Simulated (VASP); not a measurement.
Pd:

```
Pd
1.0
     0.00000    1.94650    1.94650
     1.94650    0.00000    1.94650
     1.94650    1.94650    0.00000
Pd
1
Direct
  0.00000 0.00000 0.00000
```

Base run:

| Quantity | Value |
| --- | --- |
| Program | VASP 6.6.1 |
| Functional | r2SCAN |
| Potentials or basis | VASP PAW PBE potentials, release 64 (Pd) |
| Cutoff | 520 eV |
| k mesh | 12 × 12 × 12 |
| Occupations | fermi-dirac, width 0.05 eV |
| Spin | no spin polarisation |

Its results: band gap on the k mesh none (metal or under the smearing width); pressure 2.8 GPa.

Task: The run is repeated on the same cell with these changes: functional from r2SCAN to PBEsol. What comes out?

Result: Band gap on the k mesh none (metal or under the smearing width); pressure -3.2 GPa.

Caveats: the PAW data sets were made with another functional, which shifts forces and pressure a little.

Not every run made on this cell is shown here.
